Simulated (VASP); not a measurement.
# SnSe in VASP: notebook

The runs below take SnSe through single point, relaxation of the atoms, with PBE+D3(BJ).

All numbers are computed with VASP 6.6.1; they aren't measurements. Logs are shortened: lines on timing, memory, paths and dates and some standing lists are left out, and cuts for length are marked.

## Step 1: The slab as given

The cell holds a slab with vacuum, 12 atoms: a = 4.172 Å, b = 4.380 Å, c = 29.527 Å, α = 90.00°, β = 90.00°, γ = 90.00°.

## Step 2: Single point, PBE+D3(BJ)

File INCAR:

```
ALGO     = Normal         # electronic algorithm
DIPOL    = 0.5 0.5 0.500
EDIFF    = 1E-6           # SCF threshold, eV
ENCUT    = 520            # plane-wave cutoff, eV
GGA      = PE             # functional
ICORELEVEL= 1            
IDIPOL   = 3            
ISIF     = 2              # what is computed and relaxed
ISMEAR   = 0              # smearing method
IVDW     = 12             # dispersion correction
KPAR     = 4            
LASPH    = T              # aspherical terms in the spheres
LCHARG   = F              # write CHGCAR
LDIPOL   = T            
LREAL    = F              # projectors in reciprocal space
LVACPOTAV= T            
LVHAR    = T            
LWAVE    = F              # write WAVECAR
NELM     = 80             # most SCF steps
PREC     = Accurate       # precision mode
SIGMA    = 0.03           # smearing width, eV
```

File KPOINTS:

```
k-points
0
Gamma
  7 6 1
```

File POSCAR:

```
SnSe
1.0
    4.1722140000      0.0000000000      0.0000000000
    0.0000000000      4.3796770000      0.0000000000
    0.0000000000      0.0000000000     29.5274296900
Sn Se
6 6
Direct
    0.7500000000      0.9068350000      0.2540011100
    0.2500000000      0.4068350000      0.3569878900
    0.7500000000      0.5931650000      0.4485066100
    0.2500000000      0.0931650000      0.5514933900
    0.7500000000      0.9068350000      0.6430121100
    0.2500000000      0.4068350000      0.7459988900
    0.2500000000      0.4779820000      0.2638602100
    0.7500000000      0.9779820000      0.3471287900
    0.2500000000      0.0220180000      0.4583657100
    0.7500000000      0.5220180000      0.5416342900
    0.2500000000      0.4779820000      0.6528712100
    0.7500000000      0.9779820000      0.7361397900
```

Potentials or basis: VASP PAW PBE potentials, release 64 (Sn_d, Se).

Launch:

```
> cat potpaw_PBE.64/Sn_d/POTCAR potpaw_PBE.64/Se/POTCAR > POTCAR
> mpirun -np 4 vasp_std > vasp.out
```

OUTCAR:

```text
EDIFF = 1E-6
   ENCUT = 520
   GGA = PE
   ISIF = 2
   ISMEAR = 0
   IVDW = 12
   LASPH = T
   LREAL = F
   NELM = 80
   PREC = Accurate
 IVDW          = 12

 ion  position               nearest neighbor table
   1  0.750  0.907  0.254-   8 2.77   7 2.82   7 2.82   7 3.27   7 3.27
   2  0.250  0.407  0.357-   7 2.77   8 2.82   8 2.82   8 3.27   8 3.27   3 3.51   3 3.51
   3  0.750  0.593  0.449-  10 2.77   9 2.82   9 2.82   9 3.27   9 3.27   2 3.51   2 3.51
   4  0.250  0.093  0.551-   9 2.77  10 2.82  10 2.82  10 3.27  10 3.27   5 3.51   5 3.51
   5  0.750  0.907  0.643-  12 2.77  11 2.82  11 2.82  11 3.27  11 3.27   4 3.51   4 3.51
   6  0.250  0.407  0.746-  11 2.77  12 2.82  12 2.82  12 3.27  12 3.27
   7  0.250  0.478  0.264-   2 2.77   1 2.82   1 2.82   1 3.27   1 3.27
   8  0.750  0.978  0.347-   1 2.77   2 2.82   2 2.82   2 3.27   2 3.27
   9  0.250  0.022  0.458-   4 2.77   3 2.82   3 2.82   3 3.27   3 3.27
  10  0.750  0.522  0.542-   3 2.77   4 2.82   4 2.82   4 3.27   4 3.27
  11  0.250  0.478  0.653-   6 2.77   5 2.82   5 2.82   5 3.27   5 3.27
  12  0.750  0.978  0.736-   5 2.77   6 2.82   6 2.82   6 3.27   6 3.27

  LATTYP: Found a simple orthorhombic cell.
 ALAT       =     4.1722140000
 B/A-ratio  =     1.0497249182
 C/A-ratio  =     7.0771608767

  Lattice vectors:

 A1 = (   4.1722140000,   0.0000000000,   0.0000000000)
 A2 = (   0.0000000000,   4.3796770000,   0.0000000000)
 A3 = (   0.0000000000,   0.0000000000,  29.5274296900)

Analysis of symmetry for initial positions (statically):
=====================================================================
 Subroutine PRICEL returns:
 Original cell was already a primitive cell.

 Routine SETGRP: Setting up the symmetry group for a
 simple orthorhombic supercell.

 Subroutine GETGRP returns: Found  4 space group operations
 (whereof  1 operations were pure point group operations)
 out of a pool of  8 trial point group operations.

The static configuration has the point symmetry C_1 .
 The point group associated with its full space group is C_2v.

Analysis of symmetry for dynamics (positions and initial velocities):
=====================================================================
 Subroutine PRICEL returns:
 Original cell was already a primitive cell.

 Routine SETGRP: Setting up the symmetry group for a
 simple orthorhombic supercell.

 Subroutine GETGRP returns: Found  4 space group operations
 (whereof  1 operations were pure point group operations)
 out of a pool of  8 trial point group operations.

The dynamic configuration has the point symmetry C_1 .
 The point group associated with its full space group is C_2v.

 Subroutine INISYM returns: Found  4 space group operations
 (whereof  1 operations are pure point group operations),
 and found     1 'primitive' translations

----------------------------------------------------------------------------------------

                                     Primitive cell

  volume of cell :     539.5532

  direct lattice vectors                    reciprocal lattice vectors
     4.172214000  0.000000000  0.000000000     0.239680898  0.000000000  0.000000000
     0.000000000  4.379677000  0.000000000     0.000000000  0.228327340  0.000000000
     0.000000000  0.000000000 29.527429690     0.000000000  0.000000000  0.033866815

  length of vectors
     4.172214000  4.379677000 29.527429690     0.239680898  0.228327340  0.033866815

  position of ions in fractional coordinates (direct lattice)
     0.750000000  0.906835000  0.254001110
     0.250000000  0.406835000  0.356987890
     0.750000000  0.593165000  0.448506610
     0.250000000  0.093165000  0.551493390
     0.750000000  0.906835000  0.643012110
     0.250000000  0.406835000  0.745998890
     0.250000000  0.477982000  0.263860210
     0.750000000  0.977982000  0.347128790
     0.250000000  0.022018000  0.458365710
     0.750000000  0.522018000  0.541634290
     0.250000000  0.477982000  0.652871210
     0.750000000  0.977982000  0.736139790

[... 65 lines left out ...]
   NGX,Y,Z   is equivalent  to a cutoff of  12.75, 13.67, 12.61 a.u.
   NGXF,Y,Z  is equivalent  to a cutoff of  25.50, 27.33, 25.22 a.u.
 SYSTEM =  unknown system
   PREC   = accura    normal or accurate (medium, high low for compatibility)
   ISTART =      0    job   : 0-new  1-cont  2-samecut
   ICHARG =      2    charge: 1-file 2-atom 10-const
   ISPIN  =      1    spin polarized calculation?
   LNONCOLLINEAR =      F non collinear calculations
   LSORBIT =      F    spin-orbit coupling
   LASPH  =      T    aspherical Exc in radial PAW
   ENCUT  =  520.0 eV  38.22 Ry    6.18 a.u.   7.76  8.14 54.90*2*pi/ulx,y,z
   NELM   =     80;   NELMIN=  2; NELMDL= -5     # of ELM steps
   EDIFF  = 0.1E-05   stopping-criterion for ELM
   LREAL  =      F    real-space projection
   EDIFFG = 0.1E-04   stopping-criterion for IOM
   NSW    =      0    number of steps for IOM
   IBRION =     -1    ionic relax: 0-MD 1-quasi-New 2-CG
[... 24 lines left out ...]
   LEPSILON=     F    determine dielectric tensor
   LRPA    =     F    only Hartree local field effects (RPA)
 non-spin polarized calculation
 Gauss-broadening in eV      SIGMA  =   0.03
  energy-cutoff  :      520.00
  volume of cell :      539.55
 maximum number of plane-waves:     14582
 NGX is ok and might be reduce to    32
   NGX = 15   NGY = 17   NGZ =109

 dipolmoment           0.000000      0.000000      0.000000 electrons x Angstroem

 number of electron     119.9999978 magnetization

 dipolmoment           0.000000      0.000000     -0.000000 electrons x Angstroem

 Free energy of the ion-electron system (eV)
  ---------------------------------------------------
  ext. energy  EPLUGINS =         0.00000000
  ---------------------------------------------------
  free energy    TOTEN  =       -49.01143175 eV

  energy without entropy =      -49.01143175  energy(sigma->0) =      -49.01143175

 the core state eigenenergies are
   1-  1s -29001.2002  2s  -4372.6696  2p  -3924.2939  3s   -838.8902  3p   -692.4381
       3d   -467.1508  4s   -127.7993  4p    -83.5793
   2-  1s -29001.2008  2s  -4372.6694  2p  -3924.2934  3s   -838.8965  3p   -692.4444
       3d   -467.1562  4s   -127.8163  4p    -83.5975
   3-  1s -29001.2408  2s  -4372.7090  2p  -3924.3330  3s   -838.9359  3p   -692.4838
       3d   -467.1956  4s   -127.8555  4p    -83.6367
   4-  1s -29001.2408  2s  -4372.7090  2p  -3924.3330  3s   -838.9359  3p   -692.4838
       3d   -467.1956  4s   -127.8555  4p    -83.6367
   5-  1s -29001.2008  2s  -4372.6694  2p  -3924.2934  3s   -838.8965  3p   -692.4444
       3d   -467.1562  4s   -127.8163  4p    -83.5975
   6-  1s -29001.2002  2s  -4372.6696  2p  -3924.2939  3s   -838.8902  3p   -692.4381
       3d   -467.1508  4s   -127.7993  4p    -83.5793
   7-  1s -12495.8129  2s  -1599.3255  2p  -1405.6748  3s   -205.9947  3p   -145.4654
       3d    -45.6505
   8-  1s -12495.9287  2s  -1599.4407  2p  -1405.7900  3s   -206.1135  3p   -145.5843
       3d    -45.7695
   9-  1s -12495.9295  2s  -1599.4427  2p  -1405.7918  3s   -206.1174  3p   -145.5884
       3d    -45.7738
  10-  1s -12495.9295  2s  -1599.4427  2p  -1405.7918  3s   -206.1174  3p   -145.5884
       3d    -45.7738
  11-  1s -12495.9287  2s  -1599.4407  2p  -1405.7900  3s   -206.1135  3p   -145.5843
       3d    -45.7695
  12-  1s -12495.8129  2s  -1599.3255  2p  -1405.6748  3s   -205.9947  3p   -145.4654
       3d    -45.6505

 E-fermi :   1.5763     XC(G=0):  -6.1451

 val. band max:        1.4181993679   @ k =   0.0000   0.3333   0.0000
 cond. band min:       2.2780095528   @ k =   0.0000   0.0000   0.0000
 fundamental gap:      0.8598101848
 Fermi energy:         1.5763279075

 k-point     1 :       0.0000    0.0000    0.0000
  band No.  band energies     occupation
      1     -19.8667      2.00000
      2     -19.8578      2.00000
      3     -19.8530      2.00000
      4     -19.8505      2.00000
      5     -19.8499      2.00000
      6     -19.8381      2.00000
[... 1189 lines left out ...]
     71       6.3025      0.00000
     72       6.3025      0.00000

------------------------ aborting loop because EDIFF is reached ----------------------------------------

 Edisp (eV)   -3.87643

 E8    (eV) :    -1.7807

  FORCE on cell =-STRESS in cart. coord.  units (eV):
  Direction    XX          YY          ZZ          XY          YZ          ZX
  --------------------------------------------------------------------------------------
  -------------------------------------------------------------------------------------
  Total       1.24998     1.15820    -0.73748     0.00000     0.00000     0.00000
  in kB       3.71174     3.43921    -2.18990     0.00000     0.00000     0.00000
  external pressure =        1.65 kB  Pullay stress =        0.00 kB

 VOLUME and BASIS-vectors are now :
 -----------------------------------------------------------------------------
  energy-cutoff  :      520.00
  volume of cell :      539.55
      direct lattice vectors                 reciprocal lattice vectors
     4.172214000  0.000000000  0.000000000     0.239680898  0.000000000  0.000000000
     0.000000000  4.379677000  0.000000000     0.000000000  0.228327340  0.000000000
     0.000000000  0.000000000 29.527429690     0.000000000  0.000000000  0.033866815

 POSITION                                       TOTAL-FORCE (eV/Angst)
 -----------------------------------------------------------------------------------
      3.12916      3.97164      7.50000        -0.000000      0.061200      0.118733
      1.04305      1.78181     10.54093         0.000000      0.030036     -0.037420
      3.12916      2.59787     13.24325         0.000000      0.002600      0.007824
      1.04305      0.40803     16.28418         0.000000      0.002600     -0.007824
      3.12916      3.97164     18.98649         0.000000      0.030036      0.037420
      1.04305      1.78181     22.02743        -0.000000      0.061200     -0.118733
      1.04305      2.09341      7.79111         0.000000     -0.053423     -0.011010
      3.12916      4.28325     10.24982         0.000000     -0.033076     -0.070491
      1.04305      0.09643     13.53436         0.000000     -0.007337     -0.002456
      3.12916      2.28627     15.99307         0.000000     -0.007337      0.002456
      1.04305      2.09341     19.27761         0.000000     -0.033076      0.070491
      3.12916      4.28325     21.73632         0.000000     -0.053423      0.011010
 -----------------------------------------------------------------------------------
    total drift:                                0.000000      0.000473      0.000004

  FREE ENERGIE OF THE ION-ELECTRON SYSTEM (eV)
  ---------------------------------------------------
  free  energy   TOTEN  =       -52.8878615013 eV

  energy  without entropy=      -52.8878615013  energy(sigma->0) =      -52.88786150

 vacuum level on the upper side and lower side of the slab         5.762         5.762
```

Wall time 3.3 min (4 MPI ranks of Intel Xeon 6975P-C (Granite Rapids), shared host); peak memory 0.8 GiB.

Results:

| Quantity | Value |
| --- | --- |
| Free energy | -52.8879 eV |
| Largest force | 0.134 eV/Å |
| Band gap on the k mesh | 0.86 eV, indirect (least direct gap 1.16 eV) |
| Dispersion energy per atom | -0.323 eV |
| Ionisation potential of the upper face | 4.34 eV |

Forces on the atoms (eV/Å):
```
Sn   0.000  0.061  0.119
Sn   0.000  0.030 -0.037
Sn   0.000  0.003  0.008
Sn   0.000  0.003 -0.008
Sn   0.000  0.030  0.037
Sn   0.000  0.061 -0.119
Se   0.000 -0.053 -0.011
Se   0.000 -0.033 -0.070
Se   0.000 -0.007 -0.002
Se   0.000 -0.007  0.002
Se   0.000 -0.033  0.070
Se   0.000 -0.053  0.011
```

Levels at points of the mesh, in eV from the valence-band top:
| k point | band 57 | band 58 | band 59 | band 60 | band 61 | band 62 | band 63 | band 64 |
| --- | --- | --- | --- | --- | --- | --- | --- | --- |
| (0.00, 0.00, 0.00) | -1.58 | -0.53 | -0.34 | -0.32 | 0.86 | 1.89 | 2.92 | 3.00 |
| (0.00, 0.50, 0.00) | -0.29 | -0.29 | -0.09 | -0.09 | 1.27 | 1.27 | 1.56 | 1.56 |

Core levels (eV, on the scale of the bands):
```
atom                                                                                     levels
1 Sn  1s -29001.2, 2s -4372.7, 2p -3924.3, 3s -838.9, 3p -692.4, 3d -467.2, 4s -127.8, 4p -83.6
2 Sn  1s -29001.2, 2s -4372.7, 2p -3924.3, 3s -838.9, 3p -692.4, 3d -467.2, 4s -127.8, 4p -83.6
3 Sn  1s -29001.2, 2s -4372.7, 2p -3924.3, 3s -838.9, 3p -692.5, 3d -467.2, 4s -127.9, 4p -83.6
4 Sn  1s -29001.2, 2s -4372.7, 2p -3924.3, 3s -838.9, 3p -692.5, 3d -467.2, 4s -127.9, 4p -83.6
5 Sn  1s -29001.2, 2s -4372.7, 2p -3924.3, 3s -838.9, 3p -692.4, 3d -467.2, 4s -127.8, 4p -83.6
6 Sn  1s -29001.2, 2s -4372.7, 2p -3924.3, 3s -838.9, 3p -692.4, 3d -467.2, 4s -127.8, 4p -83.6
```

Caveat: spin-orbit coupling is left out, which moves the levels of the heavy elements.

## Step 3: Relaxation of the atoms, PBE+D3(BJ)

File INCAR:

```
ALGO = Normal
DIPOL = 0.5 0.5 0.500
EDIFF = 1E-6
EDIFFG = -0.02
ENCUT = 520
GGA = PE
IBRION = 2
IDIPOL = 3
ISIF = 2
ISMEAR = 0
IVDW = 12
KPAR = 4
LASPH = T
LCHARG = F
LDIPOL = T
LREAL = F
LWAVE = F
NELM = 80
NSW = 80
PREC = Accurate
SIGMA = 0.03
```

KPOINTS is that of step 2.

POSCAR is that of step 2.

Potentials or basis: VASP PAW PBE potentials, release 64 (Sn_d, Se).

Launch:

```
> cat potpaw_PBE.64/Sn_d/POTCAR potpaw_PBE.64/Se/POTCAR > POTCAR
> mpirun -np 4 vasp_std > vasp.out
```

Wall time 15 min (4 MPI ranks of Intel Xeon 6975P-C (Granite Rapids), shared host); peak memory 0.92 GiB.

It converged, with:

* Free energy: -52.8988 eV
* Energy gained by relaxing: 0.9 meV/atom
* Ionic steps: 12
* Largest force after relaxing: 0.016 eV/Å
* Band gap on the k mesh: 0.91 eV, indirect (least direct gap 1.18 eV)
* Dispersion energy per atom: -0.322 eV

Forces in eV/Å, atoms in the order of the input:
```
Sn   0.000 -0.008  0.010
Sn   0.000 -0.006 -0.015
Sn   0.000 -0.008  0.003
Sn   0.000 -0.008 -0.003
Sn   0.000 -0.006  0.015
Sn   0.000 -0.008 -0.010
Se   0.000  0.016  0.003
Se   0.000  0.010  0.004
Se   0.000 -0.003 -0.004
Se   0.000 -0.003  0.004
Se   0.000  0.010 -0.004
Se   0.000  0.016 -0.003
```

The path:
```csv
step,energy change (eV),largest force (eV/Å),pressure (GPa)
1,0.0000,0.1336,0.17
2,-0.0025,0.0996,0.17
3,-0.0050,0.0499,0.18
4,-0.0052,0.0769,0.19
5,-0.0066,0.0625,0.19
6,-0.0077,0.0456,0.17
7,-0.0081,0.0927,0.14
8,-0.0082,0.0750,0.15
9,-0.0096,0.0436,0.12
10,-0.0102,0.0326,0.09
11,-0.0102,0.0380,0.08
12,-0.0109,0.0164,0.10
```

Final structure:
```
CELL_PARAMETERS angstrom
4.17221 0.00000 0.00000
0.00000 4.37968 0.00000
0.00000 0.00000 29.52743
ATOMIC_POSITIONS crystal
Sn 0.75000 0.91532 0.25557
Sn 0.25000 0.41113 0.35588
Sn 0.75000 0.59137 0.44877
Sn 0.25000 0.09137 0.55123
Sn 0.75000 0.91113 0.64412
Sn 0.25000 0.41532 0.74443
Se 0.25000 0.47231 0.26289
Se 0.75000 0.97358 0.34777
Se 0.25000 0.02111 0.45818
Se 0.75000 0.52111 0.54182
Se 0.25000 0.47358 0.65223
Se 0.75000 0.97231 0.73711
```

Levels at points of the mesh, in eV from the valence-band top:
| k point | band 58 | band 59 | band 60 | band 61 | band 62 | band 63 |
| --- | --- | --- | --- | --- | --- | --- |
| (0.00, 0.00, 0.00) | -0.54 | -0.42 | -0.41 | 0.91 | 1.97 | 3.00 |
| (0.00, 0.50, 0.00) | -0.25 | -0.09 | -0.09 | 1.28 | 1.28 | 1.56 |

Caveat: spin-orbit coupling is left out, which moves the levels of the heavy elements.

## Step 4: Single point, PBE+D3(BJ)

File INCAR:

```
ALGO     = Normal         # electronic algorithm
DIPOL    = 0.5 0.5 0.500
EDIFF    = 1E-6           # SCF threshold, eV
ENCUT    = 520            # plane-wave cutoff, eV
GGA      = PE             # functional
ICORELEVEL= 1            
IDIPOL   = 3            
ISIF     = 2              # what is computed and relaxed
ISMEAR   = 0              # smearing method
IVDW     = 12             # dispersion correction
KPAR     = 4            
LASPH    = T              # aspherical terms in the spheres
LCHARG   = F              # write CHGCAR
LDIPOL   = T            
LREAL    = F              # projectors in reciprocal space
LVACPOTAV= T            
LVHAR    = T            
LWAVE    = F              # write WAVECAR
NELM     = 80             # most SCF steps
PREC     = Accurate       # precision mode
SIGMA    = 0.03           # smearing width, eV
```

KPOINTS is that of step 3.

File POSCAR:

```
SnSe                                    
1.0
    4.1722140000      0.0000000000      0.0000000000
    0.0000000000      4.3796770000      0.0000000000
    0.0000000000      0.0000000000     29.5274296900
  Sn              Se            
     6     6
Direct
     0.7500000000000000    0.9153214009422534    0.2555728497052938
     0.2500000000000000    0.4111286452193635    0.3558844798989455
     0.7500000000000000    0.5913695322254464    0.4487745497577382
     0.2500000000000000    0.0913695322254465    0.5512254502422618
     0.7500000000000000    0.9111286452193634    0.6441155201010544
     0.2500000000000000    0.4153214009422534    0.7444271502947064
     0.2500000000000000    0.4723074157555185    0.2628941726584487
     0.7500000000000000    0.9735838326425124    0.3477699310469761
     0.2500000000000000    0.0211061732149039    0.4581826557584622
     0.7500000000000000    0.5211061732149037    0.5418173442415377
     0.2500000000000000    0.4735838326425123    0.6522300689530240
     0.7500000000000000    0.9723074157555185    0.7371058273415511
```

Launch:

```
> cat potpaw_PBE.64/Sn_d/POTCAR potpaw_PBE.64/Se/POTCAR > POTCAR
> mpirun -np 4 vasp_std > vasp.out
```

It took 3.6 min on 4 MPI ranks of Intel Xeon 6975P-C (Granite Rapids), shared host; peak memory 0.82 GiB.

Results (log left out):

| Item | Value |
| --- | --- |
| Free energy | -52.8988 eV |
| Largest force | 0.019 eV/Å |
| Band gap on the k mesh | 0.91 eV, indirect (least direct gap 1.18 eV) |
| Dispersion energy per atom | -0.322 eV |
| Ionisation potential of the upper face | 4.38 eV |

Forces in eV/Å, atoms in the order of the input:
```
Sn   0.000 -0.008  0.011
Sn   0.000 -0.005 -0.018
Sn   0.000 -0.009  0.004
Sn   0.000 -0.009 -0.004
Sn   0.000 -0.005  0.018
Sn   0.000 -0.008 -0.011
Se   0.000  0.016  0.003
Se   0.000  0.010  0.005
Se   0.000 -0.003 -0.004
Se   0.000 -0.003  0.004
Se   0.000  0.010 -0.005
Se   0.000  0.016 -0.003
```

Levels at points of the mesh, in eV from the valence-band top:
```
           k point  band 58  band 59  band 60  band 61  band 62  band 63
(0.00, 0.00, 0.00)    -0.54    -0.42    -0.41     0.91     1.97     3.00
(0.00, 0.50, 0.00)    -0.25    -0.09    -0.09     1.28     1.28     1.56
```

Core levels (eV, on the scale of the bands):
```
atom                                                                                     levels
1 Sn  1s -29001.2, 2s -4372.7, 2p -3924.3, 3s -838.9, 3p -692.4, 3d -467.2, 4s -127.8, 4p -83.6
2 Sn  1s -29001.2, 2s -4372.7, 2p -3924.3, 3s -838.9, 3p -692.5, 3d -467.2, 4s -127.8, 4p -83.6
3 Sn  1s -29001.2, 2s -4372.7, 2p -3924.3, 3s -838.9, 3p -692.5, 3d -467.2, 4s -127.9, 4p -83.6
4 Sn  1s -29001.2, 2s -4372.7, 2p -3924.3, 3s -838.9, 3p -692.5, 3d -467.2, 4s -127.9, 4p -83.6
5 Sn  1s -29001.2, 2s -4372.7, 2p -3924.3, 3s -838.9, 3p -692.5, 3d -467.2, 4s -127.8, 4p -83.6
6 Sn  1s -29001.2, 2s -4372.7, 2p -3924.3, 3s -838.9, 3p -692.4, 3d -467.2, 4s -127.8, 4p -83.6
```

Caveat: spin-orbit coupling is left out, which moves the levels of the heavy elements.
